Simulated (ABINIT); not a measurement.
# Ge (Cmcm) in ABINIT: settings compared

The runs below take Ge through band structure, with LDA, PBEsol, BLYP, AM05.

Everything below comes from runs of ABINIT 10.8.3 (patched build). Logs are shortened: lines on timing, memory, paths and dates and some standing lists are left out, and cuts for length are marked. The log counts tension as positive stress, the text compression.

### Step 1. The crystal as given

The structure is orthorhombic, space group Cmcm (No. 63). Conventional cell: a = 2.976 Å, b = 5.189 Å, c = 4.728 Å, α = 90.00°, β = 90.00°, γ = 90.00°. Ge (site symmetry m2m) has 12 Ge at 2.92 to 2.99 Å as nearest neighbours.

This isn't the form of Ge at room conditions, which is diamond.

### Step 2. Band structure, LDA

run.abi

```
# Datasets: ground state, then fixed potential
ndtset 2

# Pseudopotentials
pp_dirpath "./"
pseudos "Ge.GGA_PBE-JTH.xml"

# Structure
acell 3*1.0 Angstrom
rprim
     1.4880529250    -2.5946896100     0.0000000000
     1.4880529250     2.5946896100     0.0000000000
     0.0000000000     0.0000000000     4.7275957900
ntypat 1
znucl 32
natom 2
typat 1 1
xred
     0.3334466300     0.6665533700     0.2500000000
     0.6665533700     0.3334466300     0.7500000000
chkprim 0
chksymtnons 0
tolsym 1.0e-6

# Plane-wave basis
ecut 26.0
pawecutdg 48.0

# Exchange and correlation
ixc 7

# Bands and occupations
occopt 3
tsmear 0.05 eV

# SCF cycle
nstep 100

# Output
iomode 3
prtwf 0
prteig 0
prtebands 0
enunit 1
prtden1 1

# Dataset 1
kptopt1 1
ngkpt1 10 10 6
nshiftk1 1
shiftk1 0.0 0.0 0.0
nband1 18
tolvrs1 1.0e-9

# Dataset 2: bands along G-X-S-R-A-Z-G-Y-X1-A1-T-Y
iscf2 -2
getden2 1
nband2 24
nbdbuf2 4
tolwfr2 1.0e-11
kptopt2 -11
ndivsm2 5
prteig2 1
prtvol2 -3
kptbounds2
     0.0000000000     0.0000000000     0.0000000000
     0.3322253894     0.3322253894     0.0000000000
     0.0000000000     0.5000000000     0.0000000000
     0.0000000000     0.5000000000     0.5000000000
     0.3322253894     0.3322253894     0.5000000000
     0.0000000000     0.0000000000     0.5000000000
     0.0000000000     0.0000000000     0.0000000000
    -0.5000000000     0.5000000000     0.0000000000
    -0.3322253894     0.6677746106     0.0000000000
    -0.3322253894     0.6677746106     0.5000000000
    -0.5000000000     0.5000000000     0.5000000000
    -0.5000000000     0.5000000000     0.0000000000
```

Potentials or basis: JTH PAW PBE v2.0.

Run with:

```console
> abinit run.abi > log 2>&1
```

run.abo:

```text
.Version 10.8.3 of ABINIT
 DATASET    1 : space group Cm c m (# 63); Bravais oC (1-face-center ortho.)
================================================================================
 Values of the parameters that define the memory need for DATASET  1.
     intxc =       0    ionmov =       0      iscf =      17    lmnmax =      18
     lnmax =       6     mgfft =      45  mpssoang =       3    mqgrid =    3001
     natom =       2  nloc_mem =       2    nspden =       1   nspinor =       1
    nsppol =       1      nsym =       8    n1xccc =       1    ntypat =       1
    occopt =       3   xclevel =       1
       mpw =        1582          nfft =       32805          nkpt =         124
 PAW method is used; the additional fine FFT grid is defined by:
   mgfftf=        60    nfftf =     77760
================================================================================
================================================================================

 DATASET    2 : space group Cm c m (# 63); Bravais oC (1-face-center ortho.)
================================================================================
 Values of the parameters that define the memory need for DATASET  2.
     intxc =       0    ionmov =       0      iscf =      -2    lmnmax =      18
     lnmax =       6     mgfft =      45  mpssoang =       3    mqgrid =    3001
     natom =       2  nloc_mem =       2    nspden =       1   nspinor =       1
    nsppol =       1      nsym =       8    n1xccc =       1    ntypat =       1
    occopt =       3   xclevel =       1
       mpw =        1592          nfft =       32805          nkpt =          72
 PAW method is used; the additional fine FFT grid is defined by:
   mgfftf=        60    nfftf =     77760
================================================================================
================================================================================

--------------------------------------------------------------------------------
------------- Echo of variables that govern the present computation ------------
--------------------------------------------------------------------------------
 -outvars: echo values of preprocessed input variables --------
            acell      1.8897261259E+00  1.8897261259E+00  1.8897261259E+00 Bohr
              amu      7.26100000E+01
          chkprim           0
      chksymtnons           0
             ecut      2.60000000E+01 Hartree
           enunit           1
           getden1          0
[... 887 lines left out ...]
 Integrated electronic density in atomic spheres:
 ------------------------------------------------
 Atom  Sphere_radius  Integrated_density
    1        2.30477         12.20619092
    2        2.30477         12.20619092

================================================================================

 ----iterations are completed or convergence reached----

 Mean square residual over all n,k,spin=   42.461E-13; max=  99.703E-13
 reduced coordinates (array xred) for    2 atoms
       0.333446630000      0.666553370000      0.250000000000
       0.666553370000      0.333446630000      0.750000000000

 cartesian coordinates (angstrom) at end:
    1      1.48805292500000     0.86430859729897     1.18189894750000
    2      1.48805292500000    -0.86430859729897     3.54569684250000
 length scales=  1.889726125908  1.889726125908  1.889726125908 bohr
              =  1.000000000000  1.000000000000  1.000000000000 angstroms
 Eigenvalues (   eV  ) for nkpt=  72  k points:
 kpt#   1, nband= 24, wtk=  1.00000, kpt=  0.0000  0.0000  0.0000 (reduced coord)
 -15.46827  -15.45850  -15.45591  -15.45473  -15.44917  -15.44589  -15.43569  -15.43501
 -15.36052  -15.35993   -4.23053    1.61752    3.65630   15.67765   15.79096   17.75334
  17.86792   19.11864   20.61182   22.20021   23.33509   23.50627   25.55286   25.74225
 kpt#   2, nband= 24, wtk=  1.00000, kpt=  0.0302  0.0302  0.0000 (reduced coord)
 -15.46792  -15.46018  -15.45602  -15.44970  -15.44678  -15.44490  -15.43672  -15.43610
 -15.36157  -15.36009   -4.16932    1.67308    3.72044   15.07994   15.36827   17.62239
  17.85596   19.01500   21.02861   21.92455   23.36138   23.78030   25.39321   25.59056
 kpt#   3, nband= 24, wtk=  1.00000, kpt=  0.0604  0.0604  0.0000 (reduced coord)
 -15.46853  -15.46474  -15.44757  -15.44290  -15.44172  -15.44000  -15.43983  -15.43906
 -15.36619  -15.35895   -3.98566    1.83929    3.91227   13.68436   14.46567   17.18895
  17.80085   18.66167   21.09719   21.33837   24.08506   24.26305   24.32251   24.73063
 kpt#   4, nband= 24, wtk=  1.00000, kpt=  0.0906  0.0906  0.0000 (reduced coord)
 -15.47023  -15.46888  -15.44521  -15.44320  -15.43971  -15.43607  -15.43081  -15.42884
 -15.37297  -15.35751   -3.67963    2.11424    4.23000   12.16673   13.21011   16.62210
  17.39124   17.99430   20.42798   21.13608   22.67672   23.74086   25.43258   25.43935
 kpt#   5, nband= 24, wtk=  1.00000, kpt=  0.1208  0.1208  0.0000 (reduced coord)
[... 257 lines left out ...]
 -15.35946  -15.34889    1.15244    2.37456    4.35814    5.61863   11.74668   12.32626
  13.60173   14.79644   16.58045   18.34152   21.27649   22.76248   24.87855   26.66380
 kpt#  70, nband= 24, wtk=  1.00000, kpt= -0.5000  0.5000  0.2000 (reduced coord)
 -15.51628  -15.49011  -15.46484  -15.45599  -15.43177  -15.39399  -15.37205  -15.35886
 -15.35695  -15.35270    0.84799    2.19021    5.15181    6.51003   10.33227   11.98840
  12.35117   15.54470   16.16970   19.11016   22.64328   23.52144   24.94099   25.77511
 kpt#  71, nband= 24, wtk=  1.00000, kpt= -0.5000  0.5000  0.1000 (reduced coord)
 -15.52069  -15.48612  -15.46379  -15.46224  -15.41660  -15.40498  -15.36935  -15.35937
 -15.35847  -15.35198    0.66199    2.03951    6.11089    7.39004    9.01423   11.18884
  11.78341   15.93603   16.16115   20.00279   22.53999   22.62404   26.62376   27.25537
 kpt#  72, nband= 24, wtk=  1.00000, kpt= -0.5000  0.5000  0.0000 (reduced coord)
 -15.52223  -15.48382  -15.46647  -15.46181  -15.40967  -15.40923  -15.36885  -15.36336
 -15.35832  -15.34983    0.59955    1.98510    6.78125    7.85521    8.22472   10.62253
  11.71472   15.85999   16.41652   20.56402   22.13978   22.16303   28.00523   29.46584

== END DATASET(S) ==============================================================
================================================================================

 -outvars: echo values of variables after computation  --------
            acell      1.8897261259E+00  1.8897261259E+00  1.8897261259E+00 Bohr
           etotal1    -1.9145639420E+02
            fcart1    -6.7407935953E-22  8.1141925311E-06 -1.0596012820E-30
                       6.7407935953E-22 -8.1141925311E-06  1.0596012820E-30
            rprim      1.4880529250E+00 -2.5946896100E+00  0.0000000000E+00
                       1.4880529250E+00  2.5946896100E+00  0.0000000000E+00
                       0.0000000000E+00  0.0000000000E+00  4.7275957900E+00
           strten1     6.2366572777E-05  5.5709640028E-05 -2.0408905486E-05
                       0.0000000000E+00  0.0000000000E+00  0.0000000000E+00
           xangst      1.4880529250E+00  8.6430859730E-01  1.1818989475E+00
                       1.4880529250E+00 -8.6430859730E-01  3.5456968425E+00
             xred      3.3344663000E-01  6.6655337000E-01  2.5000000000E-01
                       6.6655337000E-01  3.3344663000E-01  7.5000000000E-01
 Calculation completed.
```

It took 2.2 min on 1 thread of Arm Neoverse V2, shared host; peak memory 0.19 GiB.

Results:

```yaml
Free_energy: -5209.7939 eV
Pressure: -1.0 GPa
Band_gap_on_the_k_mesh: none (metal or under the smearing width)
Valence_electrons_inside_the_program's_atomic_spheres: Ge 12.21 (radii [1.2196] Å)
```

Levels at the corners of the path, in eV from the Fermi level:
```csv
point,band 10,band 11,band 12,band 13,band 14,band 15,band 16,band 17,band 18,band 19
Γ,-24.51,-13.38,-7.53,-5.50,6.53,6.64,8.60,8.72,9.97,11.46
X,-24.51,-6.79,-6.77,-4.01,-0.04,-0.02,1.00,1.01,1.02,5.54
S,-24.50,-8.48,-7.12,-2.33,-1.27,-0.86,1.50,2.41,6.57,7.12
R,-24.51,-7.05,-7.05,-4.90,-4.90,4.07,4.07,5.01,5.01,8.78
A,-24.51,-5.98,-5.98,-3.60,-3.60,-2.34,-2.34,6.65,6.65,11.65
Z,-24.54,-11.71,-11.71,1.86,1.86,7.65,7.65,7.76,7.76,12.77
Γ,-24.51,-13.38,-7.53,-5.50,6.53,6.64,8.60,8.72,9.97,11.46
Y,-24.50,-8.55,-7.17,-2.37,-1.30,-0.93,1.47,2.56,6.71,7.26
X1,-24.51,-6.79,-6.77,-4.01,-0.04,-0.02,1.00,1.01,1.02,5.54
A1,-24.51,-5.98,-5.98,-3.60,-3.60,-2.34,-2.34,6.65,6.65,11.65
T,-24.51,-7.13,-7.13,-4.92,-4.92,4.22,4.22,5.03,5.03,8.87
Y,-24.50,-8.55,-7.17,-2.37,-1.30,-0.93,1.47,2.56,6.71,7.26
```

Caveat: the PAW data sets were made with another functional, which shifts forces and pressure a little.

### Step 3. Band structure, PBEsol

run.abi: that of step 2 with these lines changed.

```diff
@@ -27,5 +27,6 @@
 pawecutdg 48.0
+pawxcdev 0
 
 # Exchange and correlation
-ixc 7
+ixc -116133
```

Potentials or basis: JTH PAW PBE v2.0.

Run with:

```console
> abinit run.abi > log 2>&1
```

run.abo:

```text
.Version 10.8.3 of ABINIT
 DATASET    1 : space group Cm c m (# 63); Bravais oC (1-face-center ortho.)
================================================================================
 Values of the parameters that define the memory need for DATASET  1.
     intxc =       0    ionmov =       0      iscf =      17    lmnmax =      18
     lnmax =       6     mgfft =      45  mpssoang =       3    mqgrid =    3001
     natom =       2  nloc_mem =       2    nspden =       1   nspinor =       1
    nsppol =       1      nsym =       8    n1xccc =       1    ntypat =       1
    occopt =       3   xclevel =       2
       mpw =        1582          nfft =       32805          nkpt =         124
 PAW method is used; the additional fine FFT grid is defined by:
   mgfftf=        60    nfftf =     77760
================================================================================
================================================================================

[... 1210 lines left out ...]
 kpt#  72, nband= 24, wtk=  1.00000, kpt= -0.5000  0.5000  0.0000 (reduced coord)
 -15.27495  -15.23664  -15.21898  -15.21435  -15.16221  -15.16159  -15.12107  -15.11568
 -15.11055  -15.10220    0.83786    2.19144    7.04083    8.05961    8.39992   10.76163
  11.93514   15.94737   16.70525   20.71587   22.27039   22.28586   28.11834   29.66177

== END DATASET(S) ==============================================================
================================================================================

 -outvars: echo values of variables after computation  --------
            acell      1.8897261259E+00  1.8897261259E+00  1.8897261259E+00 Bohr
           etotal1    -1.9109633568E+02
            fcart1    -3.1492981601E-22 -1.0323411317E-05 -0.0000000000E+00
                       3.1492981601E-22  1.0323411317E-05 -0.0000000000E+00
            rprim      1.4880529250E+00 -2.5946896100E+00  0.0000000000E+00
                       1.4880529250E+00  2.5946896100E+00  0.0000000000E+00
                       0.0000000000E+00  0.0000000000E+00  4.7275957900E+00
           strten1     4.3464904925E-06 -3.3275444625E-06 -8.2586092267E-05
                       0.0000000000E+00  0.0000000000E+00  0.0000000000E+00
           xangst      1.4880529250E+00  8.6430859730E-01  1.1818989475E+00
                       1.4880529250E+00 -8.6430859730E-01  3.5456968425E+00
             xred      3.3344663000E-01  6.6655337000E-01  2.5000000000E-01
                       6.6655337000E-01  3.3344663000E-01  7.5000000000E-01
 Calculation completed.
```

Run time: 2.3 min. Hardware: 1 thread of Arm Neoverse V2, shared host; peak memory 0.21 GiB.

What came out:

- Free energy: -5199.9962 eV
- Pressure: 0.8 GPa
- Band gap on the k mesh: none (metal or under the smearing width)
- Valence electrons inside the program's atomic spheres: Ge 12.18 (radii [1.2196] Å)

Stress tensor (GPa, compression positive):
```
-0.13  0.00  0.00
 0.00  0.10  0.00
 0.00  0.00  2.43
```

Levels at the corners of the path, in eV from the Fermi level:
```csv
point,band 12,band 13,band 14,band 15,band 16,band 17
Γ,-7.46,-5.54,6.61,6.73,8.70,8.81
X,-6.71,-4.05,0.00,0.02,1.00,1.00
S,-7.11,-2.26,-1.26,-0.87,1.46,2.44
R,-6.98,-4.93,-4.93,4.11,4.11,5.08
A,-5.87,-3.63,-3.63,-2.37,-2.37,6.74
Z,-11.69,1.89,1.89,7.76,7.76,7.87
Γ,-7.46,-5.54,6.61,6.73,8.70,8.81
Y,-7.15,-2.30,-1.28,-0.94,1.42,2.60
X1,-6.71,-4.05,0.00,0.02,1.00,1.00
A1,-5.87,-3.63,-3.63,-2.37,-2.37,6.74
T,-7.05,-4.96,-4.96,4.26,4.26,5.10
Y,-7.15,-2.30,-1.28,-0.94,1.42,2.60
```

Caveat: the PAW data sets were made with another functional, which shifts forces and pressure a little.

[end of part 1 of 2]
